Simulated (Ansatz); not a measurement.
# NiO: starts and ends of a spin-polarised SCF, part 3 of 3

How much does the result for NiO depend on the starting moments? The same cell is run from several starts. We look at NiO: its deposited structure (space group Fm-3m, primitive cell doubled), with 4 atoms per cell. Source: COD entry 4320496.

Ansatz 0.2.0; DFT PBE, PAW, plane waves, scalar-relativistic. Earlier steps stand in the parts before.

### 7 Moments ++ scaled by 0.4, plain SCF

input.yaml

```yaml
crystal:
  lattice:
    - [4.1939, 2.09695, 2.09695]
    - [2.09695, 4.1939, 2.09695]
    - [2.09695, 2.09695, 4.1939]
  atoms:
    - { symbol: Ni, position: [0.0, 0.0, 0.0], spin: 0.8 }
    - { symbol: Ni, position: [0.5, 0.5, 0.5], spin: 0.8 }
    - { symbol: O, position: [0.25, 0.25, 0.25] }
    - { symbol: O, position: [0.75, 0.75, 0.75] }
magnetization:
  spin_polarized: true
hamiltonian:
  xc: pbe
  pseudopotentials: { kind: paw }
basis:
  ecutwfc: 420
kpoints:
  mp_grid: { grid: [8, 8, 8] }
scf:
  occupations: { method: gaussian, width: 0.03 }
  lower_state_search: "off"
output:
  forces: true
  stress: true
```

Started as:

```sh
$ ansatz run input.yaml --threads 2 --pin off --max-ram 5120MiB --backend cpu --events-out ev --progress --plain --runs-dir out
```

What it wrote, cut to the lines that bear on the results:

```text
basis.fft_grid_basis auto: the FFT boxes are laid along the combinations [[1, 0, -1], [0, 1, -1], [0, 0, 1]] of the cell's own vectors, 2.966, 2.966 and 5.136 Å long. The dense box has 20×20×36 points. Along the cell's own vectors, as sized, it would have 36×36×36, 3.24 times as many. [...]
[... 10 lines as in an earlier run ...]
[...]
Spin contamination: 0.0114 ħ² per cell (⟨S²⟩ above its minimum at these occupations)
Per-site moments (μB) at R_I (Å): [(1.456427329016703, 0.8649918750000001), (1.4564273290167034, 0.8649918749999999), (0.296802875871435, 0.8649918750000001), (0.2968028758714348, 0.8649918749999999)]
Free energy (F): -12811.351913 eV
[...]
E sigma→0 (E₀):  -12811.351706 eV
Entropy (-TS):   -0.000414 eV (-0.104 meV/atom)
Fermi energy:    14.218563 eV
[... 31 lines left out: energy terms, forces, stress, bands ...]
```

It took 50 s on 2 threads of Arm Neoverse V1, shared host; peak memory 0.63 GiB.

Nothing new: the 52 iterations lead to the state found in step 2 (ferromagnetic).

### 8 A moment on one site alone, plain SCF

Changes to input.yaml since step 7:

```diff
@@ -6,4 +6,4 @@
   atoms:
-    - { symbol: Ni, position: [0.0, 0.0, 0.0], spin: 0.8 }
-    - { symbol: Ni, position: [0.5, 0.5, 0.5], spin: 0.8 }
+    - { symbol: Ni, position: [0.0, 0.0, 0.0], spin: 2.0 }
+    - { symbol: Ni, position: [0.5, 0.5, 0.5] }
     - { symbol: O, position: [0.25, 0.25, 0.25] }
```

Started as:

```sh
$ ansatz run input.yaml --threads 2 --pin off --max-ram 5120MiB --backend cpu --events-out ev --progress --plain --runs-dir out
```

What it wrote, cut to the lines that bear on the results:

```text
[... 15 lines as in an earlier run ...]
Magnetic group: BNS 166.97 (UNI 1327), of the structure as read, at distance tolerance 3.3e-5 Å
[... 7 lines as in an earlier run ...]
Starting moments: Σ|m| = 2 μB on 1 of 4 sites
[... 2 lines as in an earlier run ...]
[...]
Absolute magnetization: 3.0294 μB (∫|ρ↑−ρ↓|, with the PAW one-centre terms)
Spin contamination: 1.5250 ħ² per cell (⟨S²⟩ above its minimum at these occupations)
Per-site moments (μB) at R_I (Å): [(1.3716773953501855, 0.8649918750000001), (-1.3716825900253633, 0.8649918749999999), (3.063341857257462e-6, 0.8649918750000001), (3.0633418570910968e-6, 0.8649918749999999)]
Free energy (F): -12811.880411 eV
[...]
E sigma→0 (E₀):  -12811.880411 eV
Fermi energy:    14.112803 eV
[... 26 lines left out: energy terms, forces, stress ...]
```

Run time: 10 s. Hardware: 2 threads of Arm Neoverse V1, shared host; peak memory 0.39 GiB.

The run ends in the same state as step 3 (antiferromagnetic); it took 19 iterations.

### 9 Parallel moments, Broyden mixing, no switch to direct minimisation

Changes to input.yaml since step 8:

```diff
@@ -7,3 +7,3 @@
     - { symbol: Ni, position: [0.0, 0.0, 0.0], spin: 2.0 }
-    - { symbol: Ni, position: [0.5, 0.5, 0.5] }
+    - { symbol: Ni, position: [0.5, 0.5, 0.5], spin: 2.0 }
     - { symbol: O, position: [0.25, 0.25, 0.25] }
@@ -22,2 +22,4 @@
   lower_state_search: "off"
+  algorithm: density_mixing
+  mixing: { algorithm: broyden, beta: 0.3 }
 output:
@@ -25 +27,5 @@
   stress: true
+  write_density: true
+  write_potential: true
+  elf: true
+  volumetric_format: npy
```

Started as:

```sh
$ ansatz run input.yaml --threads 2 --pin off --max-ram 5120MiB --backend cpu --events-out ev --progress --plain --runs-dir out
```

What it wrote, cut to the lines that bear on the results:

```text
[... 23 lines as in an earlier run ...]
Starting moments: Σ|m| = 4 μB on 2 of 4 sites
[... 2 lines as in an earlier run ...]
SCF iter   1: F=—  HF=-12817.585613 eV  |F-HF|=—  |Δ(HF+E_count)|=         —  Δρ=3.85e-1 (↑9.65e-2 ↓3.85e-1)  dr2=5.47e1  dr2_m=1.04e1  M=0.907 μB ∫|m|=0.910 μB  β_m=0.30  ethr=3.10e-3  ⟨swp⟩=5.1  Hψ=15258  notcnv=0
[...]
[... 1 line as in an earlier run ...]
[...]
[... 1 line as in an earlier run ...]
[...]
Spin contamination: 0.0114 ħ² per cell (⟨S²⟩ above its minimum at these occupations)
Per-site moments (μB) at R_I (Å): [(1.4564462298549834, 0.8649918750000001), (1.4564462298549843, 0.8649918749999999), (0.296812198453131, 0.8649918750000001), (0.2968121984531306, 0.8649918749999999)]
Free energy (F): -12811.351913 eV
[...]
E sigma→0 (E₀):  -12811.351706 eV
Entropy (-TS):   -0.000414 eV (-0.104 meV/atom)
Fermi energy:    14.218555 eV
[... 31 lines left out: energy terms, forces, stress, bands ...]
```

Wall time 11 s (2 threads of Arm Neoverse V1, shared host); peak memory 0.39 GiB.

Nothing new: the 18 iterations lead to the state found in step 2 (ferromagnetic).

### 10 Comparing the starts

| step | iterations | state | moments of Ni1 Ni2 O3 O4 (μB) | total (μB) | gap (eV) | pressure (GPa) | above lowest (meV/atom) |
| --- | --- | --- | --- | --- | --- | --- | --- |
| 2 | 14 | 2 | 1.46 1.46 0.30 0.30 | 3.62 | none | 3.2 | 132 |
| 3 | 11 | 1 | 1.37 -1.37 0.00 0.00 | 0.00 | 0.96 | -0.2 | 0.0 |
| 4 | 6 | 3 | 0.00 0.00 0.00 0.00 | 0.00 | none | -4.5 | 199 |
| 5 | 14 | 2 | 1.46 1.46 0.30 0.30 | 3.62 | none | 3.2 | 132 |
| 6 | 51 | 2 | 1.46 1.46 0.30 0.30 | 3.62 | none | 3.2 | 132 |
| 7 | 52 | 2 | 1.46 1.46 0.30 0.30 | 3.62 | none | 3.2 | 132 |
| 8 | 19 | 1 | 1.37 -1.37 0.00 0.00 | 0.00 | 0.96 | -0.2 | 0.0 |
| 9 | 18 | 2 | 1.46 1.46 0.30 0.30 | 3.62 | none | 3.2 | 132 |

States are numbered from the lowest. Starts by step: 2 parallel moments, plain SCF; 3 opposed moments +-, plain SCF; 4 no spin polarisation; 5 spin on, no moments given (the program may seed its own), plain SCF; 6 parallel moments scaled by 0.2, plain SCF; 7 moments ++ scaled by 0.4, plain SCF; 8 a moment on one site alone, plain SCF; 9 parallel moments, Broyden mixing, no switch to direct minimisation.

The 8 runs of this session took 2 min in all, from 2.7 s to 50 s each.

Decimal logarithm of the largest residual (eV) by iteration, counted through all cycles of a run (7 of the 8 runs):

| iteration | step 2 | step 3 | step 4 | step 5 | step 6 | step 7 | step 8 |
| --- | --- | --- | --- | --- | --- | --- | --- |
| 1 | 1.7 | 1.7 | -2.2 | 1.8 | 1.8 | 1.8 | 1.8 |
| 2 | 0.2 | 0.1 | -2.8 | 1.6 | 0.0 | 0.0 | 0.2 |
| 3 | 0.4 | 0.0 | -4.4 | 0.0 | -0.2 | -0.2 | 0.3 |
| 4 | 0.2 | 0.0 | -6.0 | 0.8 | -1.8 | -1.5 | 0.4 |
| 5 | -0.8 | -1.1 | -6.5 | 1.1 | -0.8 | -0.8 | 0.3 |
| 6 | -1.1 | -2.3 | -7.7 | -0.2 | -1.7 | -1.6 | 0.1 |
| 10 | -4.4 | -7.3 | - | -2.4 | -2.4 | -1.5 | -2.5 |
| 15 | - | - | - | - | -1.9 | -1.5 | -6.0 |
| 20 | - | - | - | - | -1.1 | -1.1 | - |
| 24 | - | - | - | - | -1.3 | -1.3 | - |
| 29 | - | - | - | - | -1.1 | -1.3 | - |
| 33 | - | - | - | - | -1.3 | -0.8 | - |
| 38 | - | - | - | - | -0.8 | -1.2 | - |
| 43 | - | - | - | - | -1.5 | -1.3 | - |
| 47 | - | - | - | - | -2.0 | -1.6 | - |
| 52 | - | - | - | - | - | -9.5 | - |

### 11 Results

This closing draws on all 3 parts.

```
                      quantity                                                     value
               distinct states                                   3 from 8 converged runs
lowest state from plain starts                                         antiferromagnetic
                   its moments                                    Ni1 1.37, Ni2 -1.37 μB
                  total moment                                          0.00 μB per cell
             gap on the k-mesh                                                   0.96 eV
                      pressure                                                  -0.2 GPa
                 largest force                                                0.000 eV/Å
                    next state                        ferromagnetic, 132 meV/atom higher
                 highest state  non-magnetic (no spin polarisation), 199 meV/atom higher
```

What this shows: Distinct end states: 3, from 8 converged runs. Switching spin polarisation off costs 199 meV/atom in free energy, smearing entropy included. The best ferromagnetic state lies 132 meV/atom above the best antiferromagnetic one. A lower state than any found can't be excluded.

These are semilocal Kohn-Sham gaps, which aren't the measured quantity. Such gaps usually fall short of the measured ones.
